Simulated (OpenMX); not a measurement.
SnTe in OpenMX: convergence with criterion

Crystal: SnTe.

```
CELL_PARAMETERS angstrom
0.00000 3.15085 3.15085
3.15085 0.00000 3.15085
3.15085 3.15085 0.00000
ATOMIC_POSITIONS crystal
Te 0.51819 0.48687 0.51352
Sn 0.01408 0.99933 0.00169
```

The cell isn't the ideal one: atoms moved at random, drawn with an rms of 0.1 Å.

```yaml
Program: OpenMX 3.8.5
Task: convergence study
Functional: LDA
Potentials_or_basis: OpenMX 2013 LDA set, Te7.0-s3p2d2, Sn7.0-s3p2d1, grid cutoff 500 Ry
k_mesh: 5 × 5 × 5
Occupations: fermi-dirac, width 0.05 eV
Spin: no spin polarisation
```

These are the settings of the first run; the series varies criterion, with any setting tied to it.

Hardware: 1 thread of Arm Neoverse V1 (shared host).

| criterion | energy less the tightest run, at zero smearing (meV/atom) | SCF cycles | CPU time (s) | peak memory (GiB) |
| --- | --- | --- | --- | --- |
| 1.0e-3 | 0.00 | 11 | 34 | 0.73 |
| 1.0e-4 | 0.00 | 11 | 34 | 0.73 |
| 1.0e-5 | 0.00 | 12 | 35 | 0.73 |
| 1.0e-6 | 0.00 | 14 | 37 | 0.73 |
| 1.0e-7 | 0.00 | 15 | 39 | 0.73 |
| 1.0e-8 | 0.00 | 15 | 39 | 0.73 |
| 1.0e-9 | 0.00 | 17 | 43 | 0.73 |
| 1.0e-10 | 0.00 | 17 | 41 | 0.73 |

Against the tightest run, the energy stays within 1 meV/atom from 1.0e-3 on. The tightest run that finished is the yardstick and may itself not be fully converged.
